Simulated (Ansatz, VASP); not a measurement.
**Two plane-wave programs on AlN**

```xyz
2
Lattice="0.0000 2.0726 2.0726 2.0726 0.0000 2.0726 2.0726 2.0726 0.0000" Properties=species:S:1:pos:R:3 pbc="T T T"
Al    2.0726    2.0726    2.0726
N     0.0000    0.0000    0.0000
```

Alike in both runs: task single point; functional PBE; k mesh 10 × 10 × 10; occupations gaussian, width 0.02 eV; no spin polarisation.

|  | VASP | Ansatz |
| --- | --- | --- |
| version | VASP 6.6.1 | Ansatz 0.2.0 |
| potentials or method | VASP PAW PBE potentials, release 64 (Al, N) | scalar-relativistic, plane waves, PAW |
| plane-wave cutoff (eV) | 520 | 420 |
| valence electrons in the cell | 8 | 8 |

|  | VASP | Ansatz | Ansatz less VASP |
| --- | --- | --- | --- |
| gap on the k mesh at the Fermi level (eV) | 3.91 | 3.93 | +0.020 |
| least direct gap on the mesh (eV) | 4.64 | 4.63 | -0.008 |
| pressure (GPa) | -12.5 | -12.3 | +0.22 |

A k mesh can miss the band edges.
